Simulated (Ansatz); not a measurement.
# SnO2: moving one atom along a line

Aim: for SnO2, measure how stiffly atom 1 (Sn) is held.

Computed with Ansatz 0.2.0 (DFT LDA, scalar-relativistic, plane waves, PAW, unless a step's input says otherwise).

### Step 1. Starting point

Symmetry: P4_2/mnm, No. 136, tetragonal system. The conventional cell has a = 4.723 Å, b = 4.723 Å, c = 3.190 Å, α = 90.00°, β = 90.00°, γ = 90.00°. Around Sn (site symmetry mmm) lie 6 O at 2.04 to 2.05 Å. Around O (site symmetry m2m) lie 3 Sn at 2.04 to 2.05 Å.

As a file:

```
Sn O
1.0
     4.72127    0.00000    0.00000
     0.00000    4.72425    0.00000
     0.00000    0.00000    3.19002
Sn O
2 4
Direct
  0.50000 0.50000 0.50000
  0.00000 0.00000 0.00000
  0.30557 0.30657 0.00000
  0.80557 0.19343 0.50000
  0.19443 0.80657 0.50000
  0.69443 0.69343 0.00000
```

It goes back to an entry of the Materials Project, which need not be the stable form.

This cell was relaxed beforehand with the same method: volume 11.86 Å³/atom, gap on the mesh 1.16 eV.

### Step 2. The reference cell

Reference values: F = -13980.3628 eV; pressure -0.01 GPa; largest force 0.002 eV/Å; gap on the mesh 1.16 eV. It was computed beforehand with the settings of the runs below.

### Step 3. The scan: moving one atom along a line

Atom 1 (Sn) is moved by x along the Cartesian unit vector (0.706, -0.708, 0.000); the cell and all other atoms stay fixed. Forces below are components along that vector, summed over the moved atoms. In a periodic cell its images move with it.

### Step 4. At x = -0.100 Å

input.yaml reads:

```yaml
crystal:
  lattice:
    - [4.7212714757, 0.0, 0.0]
    - [0.0, 4.7242464866, 0.0]
    - [0.0, 0.0, 3.1900194031]
  atoms:
    - { symbol: Sn, position: [0.4850522973, 0.5149968727, 0.5] }
    - { symbol: Sn, position: [0.0, 0.0, 0.0] }
    - { symbol: O, position: [0.3055669669, 0.3065721211, 0.0] }
    - { symbol: O, position: [0.8055669669, 0.1934278789, 0.5] }
    - { symbol: O, position: [0.1944330331, 0.8065721211, 0.5] }
    - { symbol: O, position: [0.6944330331, 0.6934278789, 0.0] }
basis:
  ecutwfc: 420
kpoints:
  mp_grid: { grid: [6, 6, 8] }
hamiltonian:
  xc: lda
scf:
  occupations: { method: gaussian, width: 0.05 }
output:
  forces: true
  stress: true
  eigenvalues: true
```

Run with:

```bash
$ ansatz run input.yaml --threads 1 --pin off --max-ram 2560MiB --backend cpu --events-out ev --progress --plain --runs-dir out
```

Log, cut to the lines that bear on the results:

```text
Warning: RAYON_NUM_THREADS=1 ignored (pool sized by the plan → 1); use --threads N
[...]
Pseudopotentials: kind: paw
Pseudopotential: Sn, paw, valence charge 14, recommended cutoff 420 eV (normal), Sn.paw.azcp
Pseudopotential: O, paw, valence charge 6, recommended cutoff 420 eV (normal), O.paw.azcp
Functional definition: SPW92
[...]
Crystal: 6 atoms, lattice volume = 71.152 Å³
Basis set: ecut = 420 eV, 1411 PW (Γ)
Bands: 32, of which v1, the nominal top of the filled ones, is band 26 counted from 1 (25 counted from 0)
Symmetry: 2 space group operations
Space group: Pm (ITA 6), of the structure as read, at distance tolerance 4.1e-5 Å
k-points: 100 of 288 (time reversal used)
[...]
SCF iter   1: F=—  HF=-13980.303971 eV  |F-HF|=—  |Δ(HF+E_count)|=         —  Δρ=1.88e-2  dr2=2.10e-1  ethr=1.77e-3  ⟨swp⟩=6.1  Hψ=14126  notcnv=0  defer=9
[...]
SCF iter   8: F=-13980.240201 eV  HF=-13980.240201 eV  |F-HF|=4.03e-8  |Δ(HF+E_count)|=   2.56e-8  Δρ=9.36e-6  dr2=4.97e-8  ethr=1.92e-10  ⟨swp⟩=9.2  Hψ=13033  notcnv=0
[...]
SCF converged after 8 iterations
Free energy (F): -13980.240201 eV
[...]
E sigma→0 (E₀):  -13980.240201 eV
Fermi energy:    9.851920 eV
[...]
--- Forces (eV/Å), atoms counted from 1 ---
  atom   1  Sn     1.77077098    -1.77672797    -0.00000000
  atom   2  Sn    -0.65954223     0.65923923     0.00000000
  atom   3  O     -0.03184969     0.07396117     0.00000000
  atom   4  O     -0.27514335     0.27894056     0.00000000
  atom   5  O     -0.72859111     0.72951570     0.00000000
  atom   6  O     -0.07565432     0.03508106    -0.00000000
[...]
--- Stress (GPa, compression-positive) ---
        1.244973      -1.593729       0.000000
       -1.593729       1.243828       0.000000
        0.000000       0.000000      -0.091534
  P = ⅓ Tr σ = 0.7991 GPa (7.991 kbar)
--- Band table (eV; the first three rows and the last of 100) ---
[...]
```

It took 37 s on 1 thread of Intel Xeon at 2.50GHz (Skylake/Cascade Lake), shared host; peak memory 0.44 GiB.

### Step 5. Point x = 0.080 Å

Edit input.yaml of step 4 so:

```diff
@@ -6,3 +6,3 @@
   atoms:
-    - { symbol: Sn, position: [0.4850522973, 0.5149968727, 0.5] }
+    - { symbol: Sn, position: [0.5119581621, 0.4880025018, 0.5] }
     - { symbol: Sn, position: [0.0, 0.0, 0.0] }
```

Run with:

```bash
$ ansatz run input.yaml --threads 1 --pin off --max-ram 2560MiB --backend cpu --events-out ev --progress --plain --runs-dir out
```

Log, cut to the lines that bear on the results:

```text
Warning: RAYON_NUM_THREADS=1 ignored (pool sized by the plan → 1); use --threads N
[...]
[... 4 set-up lines as earlier in the session ...]
[...]
Crystal: 6 atoms, lattice volume = 71.152 Å³
Basis set: ecut = 420 eV, 1411 PW (Γ)
Bands: 32, of which v1, the nominal top of the filled ones, is band 26 counted from 1 (25 counted from 0)
[... 2 set-up lines as earlier in the session ...]
k-points: 100 of 288 (time reversal used)
[...]
SCF iter   1: F=—  HF=-13980.348929 eV  |F-HF|=—  |Δ(HF+E_count)|=         —  Δρ=1.88e-2  dr2=2.10e-1  ethr=1.77e-3  ⟨swp⟩=6.1  Hψ=14116  notcnv=0  defer=8
[...]
SCF iter   8: F=-13980.284980 eV  HF=-13980.284980 eV  |F-HF|=6.19e-8  |Δ(HF+E_count)|=   4.09e-9  Δρ=1.09e-5  dr2=6.91e-8  ethr=1.92e-10  ⟨swp⟩=9.1  Hψ=12868  notcnv=0
[...]
SCF converged after 8 iterations
Free energy (F): -13980.284980 eV
[...]
E sigma→0 (E₀):  -13980.284980 eV
Fermi energy:    9.842987 eV
[...]
--- Forces (eV/Å), atoms counted from 1 ---
  atom   1  Sn    -1.39317868     1.39785662     0.00000000
  atom   2  Sn     0.52744799    -0.52720617    -0.00000000
  atom   3  O      0.05686643    -0.03141523     0.00000000
  atom   4  O      0.53460837    -0.53466683    -0.00000000
  atom   5  O      0.24590109    -0.24953565    -0.00000000
  atom   6  O      0.02836123    -0.05503920    -0.00000000
[...]
--- Stress (GPa, compression-positive) ---
        0.786259      -1.016887       0.000000
       -1.016887       0.781602       0.000000
        0.000000       0.000000      -0.047906
  P = ⅓ Tr σ = 0.5067 GPa (5.067 kbar)
--- Band table (eV; the first three rows and the last of 100) ---
[...]
```

Wall time 35 s (1 thread of Intel Xeon at 2.50GHz (Skylake/Cascade Lake), shared host); peak memory 0.44 GiB.

### Step 6. Point x = -0.060 Å

Edit input.yaml of step 5 so:

```diff
@@ -6,3 +6,3 @@
   atoms:
-    - { symbol: Sn, position: [0.5119581621, 0.4880025018, 0.5] }
+    - { symbol: Sn, position: [0.4910313784, 0.5089981236, 0.5] }
     - { symbol: Sn, position: [0.0, 0.0, 0.0] }
```

Run with:

```bash
$ ansatz run input.yaml --threads 1 --pin off --max-ram 2560MiB --backend cpu --events-out ev --progress --plain --runs-dir out
```

Log, cut to the lines that bear on the results:

```text
[...]
SCF converged after 7 iterations
Free energy (F): -13980.319293 eV
[...]
E sigma→0 (E₀):  -13980.319293 eV
Fermi energy:    9.835692 eV
[...]
--- Forces (eV/Å), atoms counted from 1 ---
  atom   1  Sn     1.03132308    -1.03478029    -0.00000000
  atom   2  Sn    -0.39547545     0.39529325     0.00000000
  atom   3  O     -0.02346178     0.03804195     0.00000000
  atom   4  O     -0.20523847     0.20865607     0.00000000
  atom   5  O     -0.36715130     0.36645453     0.00000000
  atom   6  O     -0.04000663     0.02634493    -0.00000000
[...]
--- Stress (GPa, compression-positive) ---
        0.432825      -0.571320       0.000000
       -0.571320       0.425456       0.000000
        0.000000       0.000000      -0.012272
  P = ⅓ Tr σ = 0.2820 GPa (2.820 kbar)
--- Band table (eV; the first three rows and the last of 100) ---
[...]
```

Wall time 37 s (1 thread of Intel Xeon at 2.50GHz (Skylake/Cascade Lake), shared host); peak memory 0.44 GiB.

### Step 7. Point x = 0.040 Å

Edit input.yaml of step 6 so:

```diff
@@ -6,3 +6,3 @@
   atoms:
-    - { symbol: Sn, position: [0.4910313784, 0.5089981236, 0.5] }
+    - { symbol: Sn, position: [0.5059790811, 0.4940012509, 0.5] }
     - { symbol: Sn, position: [0.0, 0.0, 0.0] }
```

Run with:

```bash
$ ansatz run input.yaml --threads 1 --pin off --max-ram 2560MiB --backend cpu --events-out ev --progress --plain --runs-dir out
```

Log, cut to the lines that bear on the results:

```text
[...]
SCF converged after 8 iterations
Free energy (F): -13980.343528 eV
[...]
E sigma→0 (E₀):  -13980.343528 eV
Fermi energy:    9.830017 eV
[...]
--- Forces (eV/Å), atoms counted from 1 ---
  atom   1  Sn    -0.68110096     0.68338223     0.00000000
  atom   2  Sn     0.26360314    -0.26348268    -0.00000000
  atom   3  O      0.02501838    -0.01979360     0.00000000
  atom   4  O      0.22386360    -0.22250914    -0.00000000
  atom   5  O      0.15153719    -0.15468242    -0.00000000
  atom   6  O      0.01707642    -0.02291199    -0.00000000
[...]
--- Stress (GPa, compression-positive) ---
        0.180558      -0.253274       0.000000
       -0.253274       0.171260       0.000000
        0.000000       0.000000       0.011780
  P = ⅓ Tr σ = 0.1212 GPa (1.212 kbar)
--- Band table (eV; the first three rows and the last of 100) ---
[...]
```

Run time: 37 s. Hardware: 1 thread of Intel Xeon at 2.50GHz (Skylake/Cascade Lake), shared host; peak memory 0.44 GiB.

### Step 8. At x = -0.020 Å

Edit input.yaml of step 7 so:

```diff
@@ -6,3 +6,3 @@
   atoms:
-    - { symbol: Sn, position: [0.5059790811, 0.4940012509, 0.5] }
+    - { symbol: Sn, position: [0.4970104595, 0.5029993745, 0.5] }
     - { symbol: Sn, position: [0.0, 0.0, 0.0] }
```

Run with:

```bash
$ ansatz run input.yaml --threads 1 --pin off --max-ram 2560MiB --backend cpu --events-out ev --progress --plain --runs-dir out
```

Log, cut to the lines that bear on the results:

```text
[...]
SCF converged after 7 iterations
Free energy (F): -13980.357959 eV
[...]
E sigma→0 (E₀):  -13980.357959 eV
Fermi energy:    9.826637 eV
[...]
--- Forces (eV/Å), atoms counted from 1 ---
  atom   1  Sn     0.33860241    -0.33973535    -0.00000000
  atom   2  Sn    -0.13177512     0.13171456     0.00000000
  atom   3  O     -0.00913077     0.00960071     0.00000000
  atom   4  O     -0.08354013     0.08634770     0.00000000
  atom   5  O     -0.10230571     0.10038610     0.00000000
  atom   6  O     -0.01185197     0.01168759    -0.00000000
[...]
--- Stress (GPa, compression-positive) ---
        0.030832      -0.063300       0.000000
       -0.063300       0.020383       0.000000
        0.000000       0.000000       0.027944
  P = ⅓ Tr σ = 0.0264 GPa (0.264 kbar)
--- Band table (eV; the first three rows and the last of 100) ---
[...]
```

It took 38 s on 1 thread of Intel Xeon at 2.50GHz (Skylake/Cascade Lake), shared host; peak memory 0.44 GiB.

### Step 9. x = 0.090 Å

Edit input.yaml of step 8 so:

```diff
@@ -6,3 +6,3 @@
   atoms:
-    - { symbol: Sn, position: [0.4970104595, 0.5029993745, 0.5] }
+    - { symbol: Sn, position: [0.5134529324, 0.4865028146, 0.5] }
     - { symbol: Sn, position: [0.0, 0.0, 0.0] }
```

Run with:

```bash
$ ansatz run input.yaml --threads 1 --pin off --max-ram 2560MiB --backend cpu --events-out ev --progress --plain --runs-dir out
```

Log, cut to the lines that bear on the results:

```text
Warning: RAYON_NUM_THREADS=1 ignored (pool sized by the plan → 1); use --threads N
[...]
[... 4 set-up lines as earlier in the session ...]
[...]
Crystal: 6 atoms, lattice volume = 71.152 Å³
Basis set: ecut = 420 eV, 1411 PW (Γ)
Bands: 32, of which v1, the nominal top of the filled ones, is band 26 counted from 1 (25 counted from 0)
[... 2 set-up lines as earlier in the session ...]
k-points: 100 of 288 (time reversal used)
[...]
SCF iter   1: F=—  HF=-13980.327814 eV  |F-HF|=—  |Δ(HF+E_count)|=         —  Δρ=1.88e-2  dr2=2.10e-1  ethr=1.77e-3  ⟨swp⟩=6.1  Hψ=14113  notcnv=0  defer=7
[...]
SCF iter   8: F=-13980.263928 eV  HF=-13980.263928 eV  |F-HF|=5.28e-8  |Δ(HF+E_count)|=   1.32e-8  Δρ=1.03e-5  dr2=6.11e-8  ethr=1.92e-10  ⟨swp⟩=9.0  Hψ=12933  notcnv=0
[...]
SCF converged after 8 iterations
Free energy (F): -13980.263928 eV
[...]
E sigma→0 (E₀):  -13980.263928 eV
Fermi energy:    9.847285 eV
[...]
--- Forces (eV/Å), atoms counted from 1 ---
  atom   1  Sn    -1.57975517     1.58506433     0.00000000
  atom   2  Sn     0.59347729    -0.59320502    -0.00000000
  atom   3  O      0.06602004    -0.03341590     0.00000000
  atom   4  O      0.62811265    -0.62858988    -0.00000000
  atom   5  O      0.26187975    -0.26560196    -0.00000000
  atom   6  O      0.03027405    -0.06426022    -0.00000000
[...]
--- Stress (GPa, compression-positive) ---
        1.002412      -1.288875       0.000000
       -1.288875       0.999410       0.000000
        0.000000       0.000000      -0.068606
  P = ⅓ Tr σ = 0.6444 GPa (6.444 kbar)
--- Band table (eV; the first three rows and the last of 100) ---
[...]
```

Run time: 36 s. Hardware: 1 thread of Intel Xeon at 2.50GHz (Skylake/Cascade Lake), shared host; peak memory 0.44 GiB.

### Step 10. Point x = 0.070 Å

Edit input.yaml of step 9 so:

```diff
@@ -6,3 +6,3 @@
   atoms:
-    - { symbol: Sn, position: [0.5134529324, 0.4865028146, 0.5] }
+    - { symbol: Sn, position: [0.5104633919, 0.4895021891, 0.5] }
     - { symbol: Sn, position: [0.0, 0.0, 0.0] }
```

Run with:

```bash
$ ansatz run input.yaml --threads 1 --pin off --max-ram 2560MiB --backend cpu --events-out ev --progress --plain --runs-dir out
```

Log, cut to the lines that bear on the results:

```text
[...]
SCF converged after 7 iterations
Free energy (F): -13980.303418 eV
[...]
E sigma→0 (E₀):  -13980.303418 eV
Fermi energy:    9.839185 eV
[...]
--- Forces (eV/Å), atoms counted from 1 ---
  atom   1  Sn    -1.21056273     1.21462361     0.00000000
  atom   2  Sn     0.46144157    -0.46122955    -0.00000000
  atom   3  O      0.04821678    -0.02904720     0.00000000
  atom   4  O      0.44769126    -0.44735981    -0.00000000
  atom   5  O      0.22714310    -0.23067527    -0.00000000
  atom   6  O      0.02607905    -0.04632105    -0.00000000
[...]
--- Stress (GPa, compression-positive) ---
        0.596984      -0.778420       0.000000
       -0.778420       0.590872       0.000000
        0.000000       0.000000      -0.028377
  P = ⅓ Tr σ = 0.3865 GPa (3.865 kbar)
--- Band table (eV; the first three rows and the last of 100) ---
[...]
```

Run time: 32 s. Hardware: 1 thread of Intel Xeon at 2.50GHz (Skylake/Cascade Lake), shared host; peak memory 0.44 GiB.

### Step 11. x = 0.050 Å

Edit input.yaml of step 10 so:

```diff
@@ -6,3 +6,3 @@
   atoms:
-    - { symbol: Sn, position: [0.5104633919, 0.4895021891, 0.5] }
+    - { symbol: Sn, position: [0.5074738513, 0.4925015636, 0.5] }
     - { symbol: Sn, position: [0.0, 0.0, 0.0] }
```

Run with:

```bash
$ ansatz run input.yaml --threads 1 --pin off --max-ram 2560MiB --backend cpu --events-out ev --progress --plain --runs-dir out
```

Log, cut to the lines that bear on the results:

```text
Warning: RAYON_NUM_THREADS=1 ignored (pool sized by the plan → 1); use --threads N
[...]
[... 4 set-up lines as earlier in the session ...]
[...]
Crystal: 6 atoms, lattice volume = 71.152 Å³
Basis set: ecut = 420 eV, 1411 PW (Γ)
Bands: 32, of which v1, the nominal top of the filled ones, is band 26 counted from 1 (25 counted from 0)
[... 2 set-up lines as earlier in the session ...]
k-points: 100 of 288 (time reversal used)
[...]
SCF iter   1: F=—  HF=-13980.396713 eV  |F-HF|=—  |Δ(HF+E_count)|=         —  Δρ=1.89e-2  dr2=2.10e-1  ethr=1.77e-3  ⟨swp⟩=6.1  Hψ=14095  notcnv=0  defer=8
[...]
SCF iter   7: F=-13980.332651 eV  HF=-13980.332651 eV  |F-HF|=2.53e-8  |Δ(HF+E_count)|=   1.68e-7  Δρ=1.07e-5  dr2=8.66e-8  ethr=1.92e-10  ⟨swp⟩=8.1  Hψ=15069  notcnv=0
[...]
SCF converged after 7 iterations
Free energy (F): -13980.332651 eV
[...]
E sigma→0 (E₀):  -13980.332651 eV
Fermi energy:    9.832664 eV
[...]
--- Forces (eV/Å), atoms counted from 1 ---
  atom   1  Sn    -0.85501051     0.85787499     0.00000000
  atom   2  Sn     0.32953363    -0.32938242    -0.00000000
  atom   3  O      0.03226649    -0.02327156     0.00000000
  atom   4  O      0.29262962    -0.29159262    -0.00000000
  atom   5  O      0.18011787    -0.18340663    -0.00000000
  atom   6  O      0.02047221    -0.03023160    -0.00000000
[...]
--- Stress (GPa, compression-positive) ---
        0.294308      -0.396413       0.000000
       -0.396413       0.285878       0.000000
        0.000000       0.000000       0.001453
  P = ⅓ Tr σ = 0.1939 GPa (1.939 kbar)
--- Band table (eV; the first three rows and the last of 100) ---
[...]
```

Wall time 38 s (1 thread of Intel Xeon at 2.50GHz (Skylake/Cascade Lake), shared host); peak memory 0.44 GiB.

### Step 12. At x = 0.030 Å

Edit input.yaml of step 11 so:

```diff
@@ -6,3 +6,3 @@
   atoms:
-    - { symbol: Sn, position: [0.5074738513, 0.4925015636, 0.5] }
+    - { symbol: Sn, position: [0.5044843108, 0.4955009382, 0.5] }
     - { symbol: Sn, position: [0.0, 0.0, 0.0] }
```

Run with:

```bash
$ ansatz run input.yaml --threads 1 --pin off --max-ram 2560MiB --backend cpu --events-out ev --progress --plain --runs-dir out
```

Log, cut to the lines that bear on the results:

```text
Warning: RAYON_NUM_THREADS=1 ignored (pool sized by the plan → 1); use --threads N
[...]
[... 4 set-up lines as earlier in the session ...]
[...]
Crystal: 6 atoms, lattice volume = 71.152 Å³
Basis set: ecut = 420 eV, 1411 PW (Γ)
Bands: 32, of which v1, the nominal top of the filled ones, is band 26 counted from 1 (25 counted from 0)
[... 2 set-up lines as earlier in the session ...]
k-points: 100 of 288 (time reversal used)
[...]
SCF iter   1: F=—  HF=-13980.416026 eV  |F-HF|=—  |Δ(HF+E_count)|=         —  Δρ=1.89e-2  dr2=2.10e-1  ethr=1.77e-3  ⟨swp⟩=6.1  Hψ=14078  notcnv=0  defer=7
[...]
SCF iter   8: F=-13980.351956 eV  HF=-13980.351956 eV  |F-HF|=3.90e-9  |Δ(HF+E_count)|=   1.78e-8  Δρ=3.82e-6  dr2=8.91e-9  ethr=1.92e-10  ⟨swp⟩=9.1  Hψ=12797  notcnv=0
[...]
SCF converged after 8 iterations
Free energy (F): -13980.351956 eV
[...]
E sigma→0 (E₀):  -13980.351956 eV
Fermi energy:    9.828021 eV
[...]
--- Forces (eV/Å), atoms counted from 1 ---
  atom   1  Sn    -0.50915294     0.51085763     0.00000000
  atom   2  Sn     0.19769634    -0.19760618    -0.00000000
  atom   3  O      0.01821521    -0.01593429     0.00000000
  atom   4  O      0.16051032    -0.15886249    -0.00000000
  atom   5  O      0.11942986    -0.12241501    -0.00000000
  atom   6  O      0.01329799    -0.01603656    -0.00000000
[...]
--- Stress (GPa, compression-positive) ---
        0.092875      -0.142401       0.000000
       -0.142401       0.082905       0.000000
        0.000000       0.000000       0.020756
  P = ⅓ Tr σ = 0.0655 GPa (0.655 kbar)
--- Band table (eV; the first three rows and the last of 100) ---
[...]
```

It took 37 s on 1 thread of Intel Xeon at 2.50GHz (Skylake/Cascade Lake), shared host; peak memory 0.44 GiB.

### Step 13. Results of the scan

Collected from the runs (energy zero: the undisturbed cell):

```
 x (Å)  ΔE (meV/cell)  force on the moved atoms (eV/Å)  pressure (GPa)  gap on the mesh (eV)
-0.100          122.6                            2.508             0.8                  1.10
-0.060           43.5                            1.461             0.3                  1.14
-0.020            4.8                            0.480             0.0                  1.16
 0.000            0.0                            0.000             0.0                  1.16
 0.030           10.8                           -0.721             0.1                  1.15
 0.040           19.2                           -0.965             0.1                  1.15
 0.050           30.1                           -1.211             0.2                  1.14
 0.070           59.3                           -1.715             0.4                  1.13
 0.080           77.8                           -1.974             0.5                  1.12
 0.090           98.8                           -2.238             0.6                  1.11
```

Not run, since symmetry makes them alike: 0.100 repeats -0.100, -0.080 repeats 0.080, 0.060 repeats -0.060, -0.040 repeats 0.040, 0.020 repeats -0.020. Energy, pressure and gap are the same there.

### Step 14. Results

| quantity | value |
| --- | --- |
| force constant along x, from the points at -0.020, 0 and 0.030 Å | 24.01 eV/Å² |

What this shows: Near the site the force constant is 24.01 eV/Å²; for the mass of Sn against a rigid frame that is a vibration of about 235 cm⁻¹. No sampled point lies below the undisturbed cell. The gap on the mesh stays between 1.10 and 1.16 eV.
